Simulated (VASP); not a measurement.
# ZrN (Fm-3m) in VASP: further runs

The runs below take ZrN through relaxation of cell and atoms, with r2SCAN.

Program: VASP 6.6.1. These are calculated values, not measurements. Logs are shortened: lines on timing, memory, paths and dates and some standing lists are left out, and cuts for length are marked.

## Step 1: Starting point

Symmetry: Fm-3m, No. 225, cubic system. Conventional cell: a = 4.600 Å, b = 4.600 Å, c = 4.600 Å, α = 90.00°, β = 90.00°, γ = 90.00°. Zr (site symmetry m-3m) is surrounded by 6 N at 2.30 Å. N (site symmetry m-3m) has 6 Zr at 2.30 Å as nearest neighbours.

## Step 2: Relaxation of cell and atoms, r2SCAN

The input, INCAR:

```
PREC = Accurate
ENCUT = 520
EDIFF = 1E-7
ISMEAR = 0
SIGMA = 0.02
LREAL = False
LASPH = True
NELM = 100
ALGO = Normal
ISIF = 3
LWAVE = False
LCHARG = False
METAGGA = R2SCAN
LMIXTAU = True
IBRION = 2
NSW = 80
EDIFFG = -0.002
```

The input, KPOINTS:

```
regular mesh
0
Gamma
  12 12 12
```

The input, POSCAR:

```
ZrN
1.0
    0.0000000000      2.3000000000      2.3000000000
    2.3000000000      0.0000000000      2.3000000000
    2.3000000000      2.3000000000      0.0000000000
Zr N
1 1
Direct
    0.5000000000      0.5000000000      0.5000000000
    0.0000000000      0.0000000000      0.0000000000
```

Potentials or basis: VASP PAW PBE potentials, release 64 (Zr_sv, N).

The run is started by

```
$ cat potpaw_PBE.64/Zr_sv/POTCAR potpaw_PBE.64/N/POTCAR > POTCAR
$ mpirun -np 1 vasp_std > vasp.out
```

OUTCAR:

```text
PREC = Accurate
   ENCUT = 520
   EDIFF = 1E-7
   ISMEAR = 0
   LREAL = False
   LASPH = True
   NELM = 100
   ISIF = 3
   METAGGA = R2SCAN
   IBRION = 2
   NSW = 80
   EDIFFG = -0.002

 ion  position               nearest neighbor table
   1  0.500  0.500  0.500-   2 2.30   2 2.30   2 2.30   2 2.30   2 2.30   2 2.30
   2  0.000  0.000  0.000-   1 2.30   1 2.30   1 2.30   1 2.30   1 2.30   1 2.30

  LATTYP: Found a face centered cubic cell.
 ALAT       =     4.6000000000

  Lattice vectors:

 A1 = (   0.0000000000,   2.3000000000,   2.3000000000)
 A2 = (   2.3000000000,   0.0000000000,   2.3000000000)
 A3 = (   2.3000000000,   2.3000000000,   0.0000000000)

Analysis of symmetry for initial positions (statically):
=====================================================================
 Subroutine PRICEL returns:
 Original cell was already a primitive cell.

 Routine SETGRP: Setting up the symmetry group for a
 face centered cubic supercell.

 Subroutine GETGRP returns: Found 48 space group operations
 (whereof 48 operations were pure point group operations)
 out of a pool of 48 trial point group operations.

The static configuration has the point symmetry O_h .

Analysis of symmetry for dynamics (positions and initial velocities):
=====================================================================
 Subroutine PRICEL returns:
 Original cell was already a primitive cell.

 Routine SETGRP: Setting up the symmetry group for a
 face centered cubic supercell.

 Subroutine GETGRP returns: Found 48 space group operations
 (whereof 48 operations were pure point group operations)
 out of a pool of 48 trial point group operations.

The dynamic configuration has the point symmetry O_h .

 Subroutine INISYM returns: Found 48 space group operations
 (whereof 48 operations are pure point group operations),
 and found     1 'primitive' translations

----------------------------------------------------------------------------------------

                                     Primitive cell

  volume of cell :      24.3340

  direct lattice vectors                    reciprocal lattice vectors
     0.000000000  2.300000000  2.300000000    -0.217391304  0.217391304  0.217391304
     2.300000000  0.000000000  2.300000000     0.217391304 -0.217391304  0.217391304
     2.300000000  2.300000000  0.000000000     0.217391304  0.217391304 -0.217391304

  length of vectors
[... 105 lines left out ...]
  Thomas-Fermi vector in A             =   2.569985
   LORBIT       =      0    0 simple, 1 ext, 2 COOP (PROOUT), +10 PAW based schemes
   METAGGA = R2SCAN    functional components
   LHFCALC =     F    Hartree Fock is set to
   AEXX    =    0.0000 exact exchange contribution
   IVDW    =     0    specifies the selected vdW correction
   LEPSILON=     F    determine dielectric tensor
   LRPA    =     F    only Hartree local field effects (RPA)
 conjugate gradient relaxation of ions
 non-spin polarized calculation
 Gauss-broadening in eV      SIGMA  =   0.02
  energy-cutoff  :      520.00
  volume of cell :       24.33
 maximum number of plane-waves:       666
   NGX = 13   NGY = 13   NGZ = 13

--------------------------------------- Ionic step        1  -------------------------------------------

 number of electron      16.9999998 magnetization

 Free energy of the ion-electron system (eV)
  ---------------------------------------------------
  ext. energy  EPLUGINS =         0.00000000
  ---------------------------------------------------
  free energy    TOTEN  =       -35.84541362 eV

  energy without entropy =      -35.84541362  energy(sigma->0) =      -35.84541362

------------------------ aborting loop because EDIFF is reached ----------------------------------------

  FORCE on cell =-STRESS in cart. coord.  units (eV):
  Direction    XX          YY          ZZ          XY          YZ          ZX
  --------------------------------------------------------------------------------------
  -------------------------------------------------------------------------------------
  Total       -0.3286995     -0.3286995     -0.3286995      0.0000000      0.0000000      0.0000000
  in kB      -21.6419397    -21.6419397    -21.6419397      0.0000000      0.0000000      0.0000000
  external PRESSURE =     -21.6419397 kB  Pullay stress =       0.0000000 kB
[... 59 lines left out ...]
--------------------------------------- Ionic step        3  -------------------------------------------

 number of electron      16.9999998 magnetization

 Free energy of the ion-electron system (eV)
  ---------------------------------------------------
  ext. energy  EPLUGINS =         0.00000000
  ---------------------------------------------------
  free energy    TOTEN  =       -35.84678867 eV

  energy without entropy =      -35.84678867  energy(sigma->0) =      -35.84678867

 E-fermi :  12.1422     XC(G=0): -13.2947

 val. band max:       12.0605421157   @ k =  -0.0833   0.0833   0.0000
 cond. band min:      12.2258127273   @ k =  -0.1667   0.2500   0.0833
 fundamental gap:      0.1652706116
 Fermi energy:        12.1421811340

 k-point     1 :       0.0000    0.0000    0.0000
  band No.  band energies     occupation
      1     -39.3162      2.00000
      2     -16.2359      2.00000
      3     -16.2359      2.00000
      4     -16.2359      2.00000
      5      -5.2722      2.00000
      6       9.1320      2.00000
      7       9.1320      2.00000
      8       9.1320      2.00000
      9      11.7720      2.00000
     10      11.7720      2.00000
     11      11.7720      2.00000
     12      13.8184      0.00000
[... 331 lines left out ...]
 k-point    24 :      -0.4167    0.1667    0.0000
  band No.  band energies     occupation
      1     -39.1563      2.00000
      2     -17.2995      2.00000
      3     -16.5298      2.00000
      4     -16.3670      2.00000
      5      -3.4423      2.00000
      6       4.7219      2.00000
      7       6.3088      2.00000
      8       6.4974      2.00000
      9      14.1040      0.00000
     10      14.8559      0.00000
     11      15.1267      0.00000
     12      18.1349      0.00000

 [... further k-points ...]

------------------------ aborting loop because EDIFF is reached ----------------------------------------

  FORCE on cell =-STRESS in cart. coord.  units (eV):
  Direction    XX          YY          ZZ          XY          YZ          ZX
  --------------------------------------------------------------------------------------
  -------------------------------------------------------------------------------------
  Total       -0.0006189     -0.0006189     -0.0006189      0.0000000      0.0000000      0.0000000
  in kB       -0.0410913     -0.0410913     -0.0410913      0.0000000      0.0000000      0.0000000
  external PRESSURE =      -0.0410913 kB  Pullay stress =       0.0000000 kB
[... 17 lines left out ...]
  FREE ENERGIE OF THE ION-ELECTRON SYSTEM (eV)
  ---------------------------------------------------
  free  energy   TOTEN  =       -35.8467886662 eV

  energy  without entropy=      -35.8467886662  energy(sigma->0) =      -35.84678867

 reached required accuracy - stopping structural energy minimisation
```

OSZICAR:

```text
N       E                     dE             d eps       ncg     rms          rms(c)
DAV:   1     0.978160864409E+02    0.97816E+02   -0.95147E+03  1736   0.144E+03
DAV:   2    -0.370166323957E+02   -0.13483E+03   -0.12845E+03  1996   0.373E+02
DAV:   3    -0.464088636474E+02   -0.93922E+01   -0.92871E+01  3176   0.853E+01
DAV:   4    -0.466558878982E+02   -0.24702E+00   -0.24694E+00  2048   0.958E+00
[... 47 lines left out ...]
DAV:  10    -0.358467884290E+02    0.12256E-05   -0.75086E-07  2372   0.783E-03    0.188E-03
DAV:  11    -0.358467886897E+02   -0.26070E-06   -0.70603E-08  1092   0.279E-03    0.142E-03
DAV:  12    -0.358467885234E+02    0.16624E-06   -0.53218E-08   920   0.195E-03    0.379E-04
DAV:  13    -0.358467886597E+02   -0.13630E-06   -0.18270E-08   864   0.130E-03    0.701E-05
DAV:  14    -0.358467886662E+02   -0.65040E-08   -0.45286E-09   864   0.546E-04
   3 F= -.35846789E+02 E0= -.35846789E+02  d E =-.137504E-02
```

Run time: 3.7 min. Hardware: 1 thread of AMD EPYC 9R14 (Zen 4), shared host; peak memory 0.13 GiB.

Results:

```
Free energy                            : -35.8468 eV
Relaxed volume                         : 12.07 Å³/atom
Relaxed cell                           : a = 3.244 Å, b = 3.244 Å, c = 3.244 Å, α = 60.00°, β = 60.00°, γ = 60.00°
Space group after relaxing (to 0.05 Å) : Fm-3m (No. 225)
Energy gained by relaxing              : 0.7 meV/atom
Ionic steps                            : 3
Pressure after relaxing                : 0.0 GPa
Band gap on the k mesh                 : none (metal or under the smearing width)
```

The path:
```tsv
step	energy change (eV)	largest force (eV/Å)	pressure (GPa)	volume (Å³)
1	0.0000	0.0000	-2.16	24.33
2	0.0035	0.0000	4.25	23.76
3	-0.0014	0.0000	0.00	24.13
```

Final structure:
```
Zr N
1.0
     0.00000    2.29364    2.29364
     2.29364    0.00000    2.29364
     2.29364    2.29364    0.00000
Zr N
1 1
Direct
  0.50000 0.50000 0.50000
  0.00000 0.00000 0.00000
```

Caveat: the PAW data sets were made with another functional, which shifts forces and pressure a little.

## Step 3: Relaxation of cell and atoms, r2SCAN

This run uses another cell than the first one, of 12.07 Å³/atom, 0.992 times its volume.

INCAR is that of step 2.

KPOINTS is that of step 2.

The input, POSCAR:

```
ZrN                                     
1.0
    0.0000000000      2.2936431104      2.2936431104
    2.2936431104      0.0000000000      2.2936431104
    2.2936431104      2.2936431104      0.0000000000
  Zr              N             
     1     1
Direct
     0.5000000000000000    0.5000000000000000    0.5000000000000000
     0.0000000000000000    0.0000000000000000    0.0000000000000000
```

Potentials or basis: VASP PAW PBE potentials, release 64 (Zr_sv, N).

The run is started by

```
$ cat potpaw_PBE.64/Zr_sv/POTCAR potpaw_PBE.64/N/POTCAR > POTCAR
$ mpirun -np 1 vasp_std > vasp.out
```

It took 1.7 min on 1 thread of AMD EPYC 9R14 (Zen 4), shared host; peak memory 0.13 GiB.

It converged, with:

```yaml
Free_energy: -35.8466 eV
Pressure_after_relaxing: 0.0 GPa
Band_gap_on_the_k_mesh: none (metal or under the smearing width)
```

Final structure:
```cif
data_structure
_symmetry_space_group_name_H-M 'P 1'
_symmetry_Int_Tables_number 1
_cell_length_a 3.2437
_cell_length_b 3.2437
_cell_length_c 3.2437
_cell_angle_alpha 60.000
_cell_angle_beta 60.000
_cell_angle_gamma 60.000
_cell_volume 24.13
loop_
_atom_site_label
_atom_site_type_symbol
_atom_site_fract_x
_atom_site_fract_y
_atom_site_fract_z
_atom_site_occupancy
Zr1 Zr 0.50000 0.50000 0.50000 1
N1 N 0.00000 0.00000 0.00000 1
```

Levels at points of the mesh, in eV from the Fermi level:
```csv
k point,band 7,band 8,band 9,band 10,band 11,band 12
"(0.00, 0.00, 0.00)",-3.01,-3.01,-0.37,-0.37,-0.37,1.68
"(0.50, 0.00, 0.00)",-6.10,-6.10,3.14,3.18,3.18,5.06
"(0.50, 0.50, 0.00)",-3.52,-3.52,-3.51,3.47,4.60,4.60
```

Caveat: the relaxation stopped at its first step, so nothing moved; the PAW data sets were made with another functional, which shifts forces and pressure a little.
